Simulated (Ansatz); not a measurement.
Write the native input for Ansatz 0.2.0 that does the following.

```yaml
Task: electron localisation function
Functional: m-r2SCAN
Potentials_or_basis: all-electron PAW datasets made for the crystal
Cutoff: 260 eV (chosen from the basis error)
k_mesh: 12 × 12 × 12
Occupations: tetrahedron
Spin: collinear spin, random start
Starting_moments: "[0.57] μB"
```

The system is Pd.

```
CELL_PARAMETERS angstrom
2.75277 0.00000 0.00000
1.37638 2.38397 0.00000
1.37638 0.79466 2.24762
ATOMIC_POSITIONS crystal
Pd 0.00000 0.00000 0.00000
```

These files were run (other wordings do the same):

input.yaml

```yaml
crystal:
  lattice: { a: 2.7527666992, b: 2.7527666992, c: 2.7527666992, alpha: 60.0, beta: 60.0, gamma: 60.0 }
  atoms:
    - { symbol: Pd, position: [0.0, 0.0, 0.0], spin: 0.57 }
kpoints:
  mp_grid: { grid: [12, 12, 12] }
scf:
  occupations: { method: tetrahedron }
hamiltonian:
  xc: mr2scan
  pseudopotentials: { kind: all_electron, datasets: crystal }
magnetization:
  spin_polarized: true
output:
  forces: true
  stress: true
  eigenvalues: true
  elf: true
  volumetric_format: npy
```

Potentials or basis: all-electron PAW datasets made for the crystal.

Command:

```sh
$ ansatz run input.yaml --threads 1 --pin off --max-ram 2560MiB --backend cpu --events-out ev --progress --plain --runs-dir out
```

Results of the run:

The pressure is 2.4 GPa and the band gap on the k mesh is none (metal or under the smearing width). The net moment is 0.02 μB per cell and the absolute moment is 0.02 μB per cell.

Caveat: with tetrahedron occupations forces and stress needn't match the slope of the energy; the starting moments weren't kept.

Wall time 25 s on 1 thread of Arm Neoverse V2, with other jobs on the host, peak memory 0.72 GiB.
